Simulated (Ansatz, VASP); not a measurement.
Fe2O3 (Hematite) in VASP and in Ansatz

INCAR

```
  PREC = Accurate
  ENCUT = 400
  EDIFF = 1E-6
  ISMEAR = -1
  SIGMA = 0.05
  LREAL = F
  LASPH = T
  NELM = 150
  ALGO = Normal
  ISIF = 2
  LWAVE = F
  LCHARG = F
  ISPIN = 2
  MAGMOM = 3 3 3 3 0 0 0 0 0 0
  LORBIT = 11
  LMAXMIX = 4
  GGA = PE
  NBANDS = 49
```

KPOINTS

```
Automatic mesh
0
Gamma
  7 7 7
```

POSCAR

```
Fe2O3
1.0
    2.5190000000      1.4543453281      4.5906666667
   -2.5190000000      1.4543453281      4.5906666667
    0.0000000000     -2.9086906562      4.5906666667
Fe O
4 6
Direct
    0.3553000000      0.3553000000      0.3553000000
    0.1447000000      0.1447000000      0.1447000000
    0.6447000000      0.6447000000      0.6447000000
    0.8553000000      0.8553000000      0.8553000000
    0.5559000000      0.2500000000      0.9441000000
    0.2500000000      0.9441000000      0.5559000000
    0.9441000000      0.5559000000      0.2500000000
    0.4441000000      0.7500000000      0.0559000000
    0.7500000000      0.0559000000      0.4441000000
    0.0559000000      0.4441000000      0.7500000000
```

The input KPOINTS_OPT:

```
path GLB1,BZGX,QFP1Z,LP
10
line-mode
reciprocal
 0.0000000000  0.0000000000  0.0000000000  G
 0.5000000000  0.0000000000  0.0000000000  L

 0.5000000000  0.0000000000  0.0000000000  L
 0.5000000000  0.2335768627 -0.2335768627  B1

 0.7664231373  0.5000000000  0.2335768627  B
 0.5000000000  0.5000000000  0.5000000000  Z

 0.5000000000  0.5000000000  0.5000000000  Z
 0.0000000000  0.0000000000  0.0000000000  G

 0.0000000000  0.0000000000  0.0000000000  G
 0.3667884314  0.0000000000 -0.3667884314  X

 0.6332115686  0.3667884314  0.0000000000  Q
 0.5000000000  0.5000000000  0.0000000000  F

 0.5000000000  0.5000000000  0.0000000000  F
 0.6332115686  0.6332115686  0.2335768627  P1

 0.6332115686  0.6332115686  0.2335768627  P1
 0.5000000000  0.5000000000  0.5000000000  Z

 0.5000000000  0.0000000000  0.0000000000  L
 0.7664231373  0.3667884314  0.3667884314  P
```

Contents of input.yaml:

```yaml
crystal:
  lattice:
    - [2.519, 1.4543453281, 4.5906666667]
    - [-2.519, 1.4543453281, 4.5906666667]
    - [0.0, -2.9086906562, 4.5906666667]
  atoms:
    - { symbol: Fe, position: [0.3553, 0.3553, 0.3553], spin: 3.0 }
    - { symbol: Fe, position: [0.1447, 0.1447, 0.1447], spin: 3.0 }
    - { symbol: Fe, position: [0.6447, 0.6447, 0.6447], spin: 3.0 }
    - { symbol: Fe, position: [0.8553, 0.8553, 0.8553], spin: 3.0 }
    - { symbol: O, position: [0.5559, 0.25, 0.9441] }
    - { symbol: O, position: [0.25, 0.9441, 0.5559] }
    - { symbol: O, position: [0.9441, 0.5559, 0.25] }
    - { symbol: O, position: [0.4441, 0.75, 0.0559] }
    - { symbol: O, position: [0.75, 0.0559, 0.4441] }
    - { symbol: O, position: [0.0559, 0.4441, 0.75] }
hamiltonian:
  xc: pbe
  pseudopotentials: { kind: nc, source: spms }
magnetization:
  spin_polarized: true
kpoints:
  mp_grid: { grid: [7, 7, 7] }
  band_path:
    path:
      - [[0.0, 0.0, 0.0], [0.5, 0.0, 0.0], [0.5, 0.2335768627, -0.2335768627]]
      - [[0.7664231373, 0.5, 0.2335768627], [0.5, 0.5, 0.5], [0.0, 0.0, 0.0], [0.3667884314, 0.0, -0.3667884314]]
      - [[0.6332115686, 0.3667884314, 0.0], [0.5, 0.5, 0.0], [0.6332115686, 0.6332115686, 0.2335768627], [0.5, 0.5, 0.5]]
      - [[0.5, 0.0, 0.0], [0.7664231373, 0.3667884314, 0.3667884314]]
    npoints: 10
scf:
  occupations: { method: fermi_dirac, width: 0.05 }
  n_extra_bands: 25
output:
  forces: true
  stress: true
  eigenvalues: true
  fatbands: true
```

Alike in both runs: task band structure; functional PBE; k mesh 7 × 7 × 7; occupations fermi-dirac, width 0.05 eV; collinear spin, ferromagnetic start.

|  | VASP | Ansatz |
| --- | --- | --- |
| version | VASP 6.6.1 | Ansatz 0.2.0 |
| potentials or method | VASP PAW PBE potentials, release 64 (Fe, O_s) | SPMS NC |
| plane-wave cutoff (eV) | 400 | 1034 |
| valence electrons in the cell | 68 | 100 |

|  | VASP | Ansatz | Ansatz less VASP |
| --- | --- | --- | --- |
| gap on the k mesh at the Fermi level (eV) | none | none | - |
| pressure (GPa) | -4.9 | 1.2 | +6.13 |
| largest component of the traceless stress (GPa) | 0.19 | 1.04 | +0.843 |
| rms of the force components (eV/Å) | 0.341 | 0.234 | -0.1075 |
| net moment per atom (μB) | 1.36 | 1.60 | +0.246 |
| size of the moment on the site where the two differ most (μB) | 3.08 | 3.21 | +0.130 |

The net moments differ so much that the two runs ended in different magnetic states, which moves the other rows too. Site moments also hang on the region over which each program counts them. Atom by atom the forces differ by 0.108 eV/Å (rms over components). A gap of «none» marks a metal or a gap that the smearing closes. The two sets of potentials don't hold the same shells in valence.

Caveats: semilocal functionals often make such compounds metallic where correlation or magnetic order opens a gap, which also shifts bond lengths; only a ferromagnetic start was run, and an antiferromagnetic order may lie lower in energy; the pressure holds a Pulay correction of +0.5 GPa for the finite cutoff (Ansatz).
